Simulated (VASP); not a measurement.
# BaTe (Fm-3m) in VASP: single point with PBE

Aim: the single point of BaTe with PBE.

Everything below comes from runs of VASP 6.6.1. Logs are shortened: lines on timing, memory, paths and dates and some standing lists are left out, and cuts for length are marked.

### Step 1. The crystal as given

It takes space group Fm-3m (No. 225, cubic). The conventional cell has a = 6.820 Å, b = 6.820 Å, c = 6.820 Å, α = 90.00°, β = 90.00°, γ = 90.00°. Around Ba (site symmetry m-3m) lie 6 Te at 3.41 Å. Te (site symmetry m-3m) has 6 Ba at 3.41 Å as nearest neighbours.

### Step 2. Single point, PBE

Input file INCAR:

```
PREC = Accurate ; ENCUT = 520
EDIFF = 1E-6 ; ISMEAR = 0
SIGMA = 0.1 ; LREAL = F
LASPH = T ; NELM = 80
ALGO = Fast ; ISIF = 2
LWAVE = F ; LCHARG = T
GGA = PE ; LELF = T
LVHAR = T ; NBANDS = 15
```

Input file KPOINTS:

```
regular mesh
0
Gamma
  4 4 4
```

Input file POSCAR:

```
BaTe
1.0
    0.0000000000      3.4100000000      3.4100000000
    3.4100000000      0.0000000000      3.4100000000
    3.4100000000      3.4100000000      0.0000000000
Ba Te
1 1
Direct
    0.0000000000      0.0000000000      0.0000000000
    0.5000000000      0.5000000000      0.5000000000
```

Potentials or basis: VASP PAW PBE potentials, release 64 (Ba_sv, Te).

The run is started by

```bash
cat potpaw_PBE.64/Ba_sv/POTCAR potpaw_PBE.64/Te/POTCAR > POTCAR
mpirun -np 1 vasp_std > vasp.out
```

OUTCAR:

```text
PREC = Accurate
   ENCUT = 520
   EDIFF = 1E-6
   ISMEAR = 0
   LREAL = F
   LASPH = T
   NELM = 80
   ISIF = 2
   GGA = PE

 ion  position               nearest neighbor table
   1  0.000  0.000  0.000-   2 3.41   2 3.41   2 3.41   2 3.41   2 3.41   2 3.41
   2  0.500  0.500  0.500-   1 3.41   1 3.41   1 3.41   1 3.41   1 3.41   1 3.41

  LATTYP: Found a face centered cubic cell.
 ALAT       =     6.8200000000

  Lattice vectors:

 A1 = (   0.0000000000,   3.4100000000,   3.4100000000)
 A2 = (   3.4100000000,   0.0000000000,   3.4100000000)
 A3 = (   3.4100000000,   3.4100000000,   0.0000000000)

Analysis of symmetry for initial positions (statically):
=====================================================================
 Subroutine PRICEL returns:
 Original cell was already a primitive cell.

 Routine SETGRP: Setting up the symmetry group for a
 face centered cubic supercell.

 Subroutine GETGRP returns: Found 48 space group operations
 (whereof 48 operations were pure point group operations)
 out of a pool of 48 trial point group operations.

The static configuration has the point symmetry O_h .

Analysis of symmetry for dynamics (positions and initial velocities):
=====================================================================
 Subroutine PRICEL returns:
 Original cell was already a primitive cell.

 Routine SETGRP: Setting up the symmetry group for a
 face centered cubic supercell.

 Subroutine GETGRP returns: Found 48 space group operations
 (whereof 48 operations were pure point group operations)
 out of a pool of 48 trial point group operations.

The dynamic configuration has the point symmetry O_h .

 Subroutine INISYM returns: Found 48 space group operations
 (whereof 48 operations are pure point group operations),
 and found     1 'primitive' translations

----------------------------------------------------------------------------------------

                                     Primitive cell

  volume of cell :      79.3036

  direct lattice vectors                    reciprocal lattice vectors
     0.000000000  3.410000000  3.410000000    -0.146627566  0.146627566  0.146627566
     3.410000000  0.000000000  3.410000000     0.146627566 -0.146627566  0.146627566
     3.410000000  3.410000000  0.000000000     0.146627566  0.146627566 -0.146627566

  length of vectors
     4.822468248  4.822468248  4.822468248     0.253966394  0.253966394  0.253966394

  position of ions in fractional coordinates (direct lattice)
     0.000000000  0.000000000  0.000000000
     0.500000000  0.500000000  0.500000000

  ion indices of the primitive-cell ions
   primitive index   ion index
                 1           1
                 2           2

----------------------------------------------------------------------------------------

 KPOINTS: regular mesh

Automatic generation of k-mesh.
 Grid dimensions read from file:
 generate k-points for:    4    4    4

 Generating k-lattice:

  Cartesian coordinates                     Fractional coordinates (reciprocal lattice)
    -0.036656891  0.036656891  0.036656891     0.250000000  0.000000000  0.000000000
     0.036656891 -0.036656891  0.036656891     0.000000000  0.250000000  0.000000000
     0.036656891  0.036656891 -0.036656891     0.000000000  0.000000000  0.250000000

  Length of vectors
     0.063491599  0.063491599  0.063491599

  Shift w.r.t. Gamma in fractional coordinates (k-lattice)
     0.000000000  0.000000000  0.000000000

 Subroutine IBZKPT returns following result:
 ===========================================

 Found      8 irreducible k-points:

 Following reciprocal coordinates:
            Coordinates               Weight
  0.000000  0.000000  0.000000      1.000000
  0.250000  0.000000  0.000000      8.000000
  0.500000  0.000000  0.000000      4.000000
  0.250000  0.250000  0.000000      6.000000
  0.500000  0.250000  0.000000     24.000000
 -0.250000  0.250000  0.000000     12.000000
  0.500000  0.500000  0.000000      3.000000
 -0.250000  0.500000  0.250000      6.000000
   k-points           NKPTS =      8   k-points in BZ     NKDIM =      8   number of bands    NBANDS=     15
   number of dos      NEDOS =    301   number of ions     NIONS =      2
   total plane-waves  NPLWV =  46656
   dimension x,y,z NGX =    36 NGY =   36 NGZ =   36
   dimension x,y,z NGXF=    72 NGYF=   72 NGZF=   72
   ions per type =               1   1
   NGX,Y,Z   is equivalent  to a cutoff of  12.41, 12.41, 12.41 a.u.
   NGXF,Y,Z  is equivalent  to a cutoff of  24.82, 24.82, 24.82 a.u.
 SYSTEM =  unknown system
   PREC   = accura    normal or accurate (medium, high low for compatibility)
   ISTART =      0    job   : 0-new  1-cont  2-samecut
   ICHARG =      2    charge: 1-file 2-atom 10-const
   ISPIN  =      1    spin polarized calculation?
   LNONCOLLINEAR =      F non collinear calculations
   LSORBIT =      F    spin-orbit coupling
   LASPH  =      T    aspherical Exc in radial PAW
   ENCUT  =  520.0 eV  38.22 Ry    6.18 a.u.   8.97  8.97  8.97*2*pi/ulx,y,z
   NELM   =     80;   NELMIN=  2; NELMDL= -5     # of ELM steps
   EDIFF  = 0.1E-05   stopping-criterion for ELM
   LREAL  =      F    real-space projection
   EDIFFG = 0.1E-04   stopping-criterion for IOM
   NSW    =      0    number of steps for IOM
   IBRION =     -1    ionic relax: 0-MD 1-quasi-New 2-CG
   NFREE  =      0    steps in history (QN), initial steepest desc. (CG)
   ISIF   =      2    stress and relaxation
   ISYM   =      2    0-nonsym 1-usesym 2-fastsym
   POTIM  = 0.5000    time-step for ionic-motion
   TEBEG  =    0.0;   TEEND  =   0.0 temperature during run
   PSTRESS=    0.0 pullay stress
   NELECT =      16.0000    total number of electrons
   NUPDOWN=      -1.0000    fix difference up-down
   EMIN   =  10.00;   EMAX   =-10.00  energy-range for DOS
   EFERMI =   0.00;   METHOD = LEGACY
   ISMEAR =     0;   SIGMA  =   0.10  broadening in eV -4-tet -1-fermi 0-gaus
   EFERMI_NEDOS =   21; number of points for ismear=-14 and -15
   IALGO  =     68    algorithm
   IMIX   =      4    mixing-type and parameters
     AMIX     =   0.40;   BMIX     =  1.00
     AMIX_MAG =   1.60;   BMIX_MAG =  1.00
  volume/ion in A,a.u.               =      39.65       267.58
  Fermi-wavevector in a.u.,A,eV,Ry     =   0.960175  1.814468 12.543704  0.921936
  Thomas-Fermi vector in A             =   2.089436
   LORBIT       =      0    0 simple, 1 ext, 2 COOP (PROOUT), +10 PAW based schemes
   GGA     = PE    functional components
   LHFCALC =     F    Hartree Fock is set to
   AEXX    =    0.0000 exact exchange contribution
   IVDW    =     0    specifies the selected vdW correction
   LEPSILON=     F    determine dielectric tensor
   LRPA    =     F    only Hartree local field effects (RPA)
 non-spin polarized calculation
 RMM-DIIS sequential band-by-band and
 Gauss-broadening in eV      SIGMA  =   0.10
  energy-cutoff  :      520.00
  volume of cell :       79.30
 maximum number of plane-waves:      2148
   NGX = 17   NGY = 17   NGZ = 17

 number of electron      16.0000000 magnetization

 Free energy of the ion-electron system (eV)
  ---------------------------------------------------
  ext. energy  EPLUGINS =         0.00000000
  ---------------------------------------------------
  free energy    TOTEN  =        -8.49978731 eV

  energy without entropy =       -8.49978731  energy(sigma->0) =       -8.49978731

 E-fermi :   3.2981     XC(G=0):  -8.5607

 val. band max:        2.8059868099   @ k =   0.0000   0.0000   0.0000
 cond. band min:       4.1265352039   @ k =   0.5000   0.5000   0.0000
 fundamental gap:      1.3205483940
 Fermi energy:         3.2980571129

 k-point     1 :       0.0000    0.0000    0.0000
  band No.  band energies     occupation
      1     -24.0384      2.00000
      2      -9.2109      2.00000
      3      -9.2109      2.00000
      4      -9.2109      2.00000
      5      -6.9182      2.00000
      6       2.8060      2.00000
      7       2.8060      2.00000
      8       2.8060      2.00000
      9       5.6592      0.00000
     10       5.6592      0.00000
     11       5.6592      0.00000
     12       6.0300      0.00000
     13       6.3627      0.00000
     14       6.3627      0.00000
     15       9.7801      0.00000

 k-point     2 :       0.2500    0.0000    0.0000
  band No.  band energies     occupation
      1     -24.0282      2.00000
      2      -9.5506      2.00000
      3      -9.2177      2.00000
      4      -9.2177      2.00000
      5      -6.4004      2.00000
      6       1.3063      2.00000
      7       2.0208      2.00000
      8       2.0208      2.00000
      9       5.9146      0.00000
     10       6.4418      0.00000
     11       6.4418      0.00000
     12       8.0258      0.00000
     13       8.0933      0.00000
     14       8.0933      0.00000
     15      11.3544      0.00000

 k-point     3 :       0.5000    0.0000    0.0000
  band No.  band energies     occupation
      1     -24.0179      2.00000
      2      -9.8113      2.00000
      3      -9.2244      2.00000
      4      -9.2244      2.00000
      5      -5.9337      2.00000
      6       0.3386      2.00000
      7       1.5036      2.00000
      8       1.5036      2.00000
      9       7.0947      0.00000
     10       7.7370      0.00000
     11       7.8401      0.00000
     12       7.8401      0.00000
     13       9.9398      0.00000
     14       9.9398      0.00000
     15      10.7792      0.00000
[... 55 lines left out ...]
 k-point     7 :       0.5000    0.5000    0.0000
  band No.  band energies     occupation
      1     -24.0113      2.00000
      2      -9.4994      2.00000
      3      -9.3259      2.00000
      4      -9.3259      2.00000
      5      -6.6897      2.00000
      6       1.6541      2.00000
      7       2.4257      2.00000
      8       2.4257      2.00000
      9       4.1265      0.00000
     10       7.3463      0.00000
     11       7.7986      0.00000
     12       8.7576      0.00000
     13       8.7986      0.00000
     14       8.7986      0.00000
     15      10.9724      0.00000

 k-point     8 :      -0.2500    0.5000    0.2500
  band No.  band energies     occupation
      1     -24.0112      2.00000
      2      -9.4355      2.00000
      3      -9.4132      2.00000
      4      -9.4132      2.00000
      5      -6.3939      2.00000
      6       1.3701      2.00000
      7       1.8136      2.00000
      8       1.8136      2.00000
      9       6.3245      0.00000
     10       6.3245      0.00000
     11       7.8515      0.00000
     12       8.2441      0.00000
     13       8.8132      0.00000
     14      11.5001      0.00000
     15      11.5811      0.00000

------------------------ aborting loop because EDIFF is reached ----------------------------------------

  FORCE on cell =-STRESS in cart. coord.  units (eV):
  Direction    XX          YY          ZZ          XY          YZ          ZX
  --------------------------------------------------------------------------------------
  -------------------------------------------------------------------------------------
  Total        2.1533677      2.1533677      2.1533677      0.0000000      0.0000000     -0.0000000
  in kB       43.5046470     43.5046470     43.5046470      0.0000000      0.0000000     -0.0000000
  external PRESSURE =      43.5046470 kB  Pullay stress =       0.0000000 kB

 VOLUME and BASIS-vectors are now :
 -----------------------------------------------------------------------------
  energy-cutoff  :      520.00
  volume of cell :       79.30
      direct lattice vectors                 reciprocal lattice vectors
     0.000000000  3.410000000  3.410000000    -0.146627566  0.146627566  0.146627566
     3.410000000  0.000000000  3.410000000     0.146627566 -0.146627566  0.146627566
     3.410000000  3.410000000  0.000000000     0.146627566  0.146627566 -0.146627566

 POSITION                                       TOTAL-FORCE (eV/Angst)
 -----------------------------------------------------------------------------------
      0.00000      0.00000      0.00000         0.000000      0.000000      0.000000
      3.41000      3.41000      3.41000        -0.000000     -0.000000     -0.000000
 -----------------------------------------------------------------------------------
    total drift:                                0.000000      0.000000      0.000000

  FREE ENERGIE OF THE ION-ELECTRON SYSTEM (eV)
  ---------------------------------------------------
  free  energy   TOTEN  =        -8.4997873095 eV

  energy  without entropy=       -8.4997873095  energy(sigma->0) =       -8.49978731
```

Run time: 17 s. Hardware: 1 thread of Intel Xeon Platinum 8559C (Emerald Rapids), shared host; peak memory 0.19 GiB.

Results:

```yaml
Free_energy: -8.4998 eV
Pressure: 4.4 GPa
Band_gap_on_the_k_mesh: 1.32 eV, indirect (least direct gap 1.70 eV)
```

Caveat: spin-orbit coupling is left out, which moves the levels of the heavy elements.
